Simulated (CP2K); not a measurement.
## Rh under changes of volume

One of the cells (13.671 Å³/atom); the others are scaled copies at fixed shape and fractional positions:

```
Rh
1.0
     2.68397    0.00000    0.00000
     1.34198    2.32438    0.00000
     1.34198    0.77479    2.19145
Rh
1
Direct
  0.00000 0.00000 0.00000
```

```yaml
Program: CP2K 2026.2
Functional: r2SCAN
Potentials_or_basis: POTENTIAL_UZH Rh GTH-SCAN-q17; TZVP-MOLOPT-SCAN-GTH basis
Density_cutoff: 9184 eV
k_mesh: 12 × 12 × 12
Occupations: fermi-dirac, width 0.01 eV
Spin: no spin polarisation
```

| volume (Å³/atom) | energy over the lowest point (meV/atom) | pressure (GPa) |
| --- | --- | --- |
| 12.851 | 156.93 | 38.7 |
| 13.125 | 98.88 | 29.5 |
| 13.398 | 55.73 | 21.2 |
| 13.671 | ? | ? |
| 13.945 | 7.74 | 7.5 |
| 14.218 | 0.00 | 1.7 |
| 14.492 | 1.46 | -3.4 |

What does the run at 13.671 Å³/atom give?

Energy over the lowest point 25.84 meV/atom; pressure 13.9 GPa.

Worked out: A Birch-Murnaghan fit of order 3 (a polynomial in V^(-2/3)) to the other rows has its minimum at 14.31 Å³/atom with B0 = V·E''(V) = 272 GPa and B' = 5.3. It gives 25.94 meV/atom at 13.671 Å³/atom, against the run's 25.84, and -dE/dV = 14.0 GPa, against 13.9.

Energies are extrapolated to zero smearing.

Caveats: the basis of atomic orbitals isn't converged, which shifts pressures, moduli and gaps.
